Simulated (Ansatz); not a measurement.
**Ag: one atom moved along a line**

These are results of DFT PBE, scalar-relativistic, plane waves, PAW (Ansatz), not measurements. The runs took a 420 eV cutoff, a Γ-centred 10×10×10 mesh and Gaussian smearing (0.15 eV). No spin polarisation. Energies are free energies at this smearing, counted from the undisturbed cell; pressure is positive in compression.

The undisturbed cell (as given, not relaxed at this level; it stands at 4.7 GPa):

```xyz
8
Lattice="0.0000 4.0862 -4.0862 4.0862 4.0862 0.0000 4.0862 0.0000 -4.0862" Properties=species:S:1:pos:R:3 pbc="T T T"
Ag    2.0431    2.0431   -4.0862
Ag    4.0862    4.0862   -4.0862
Ag    2.0431    0.0000   -2.0431
Ag    4.0862    2.0431   -2.0431
Ag    0.0000    2.0431   -2.0431
Ag    2.0431    4.0862   -2.0431
Ag    0.0000    0.0000    0.0000
Ag    2.0431    2.0431    0.0000
```

Atom 1 (Ag) is moved by x along the Cartesian unit vector (-0.707, -0.707, 0.000); the cell and all other atoms stay fixed. The cell is metallic on the mesh throughout.

```tsv
x (Å)	ΔE (meV/cell)	force along x on the moved atoms (eV/Å)
-0.1000	29.1	0.59
-0.0600	10.4	0.35
-0.0200	1.2	0.12
0.0000	0.0	0.00
0.0300	2.6	-0.17
0.0400	4.6	-0.23
0.0500	7.2	-0.29
0.0700	14.2	-0.41
0.0800	18.6	-0.47
0.0900	23.5	-0.53
```

By symmetry 0.1000 repeats -0.1000, -0.0800 repeats 0.0800, 0.0600 repeats -0.0600, -0.0400 repeats 0.0400, 0.0200 repeats -0.0200 in energy, with the opposite slope along the path.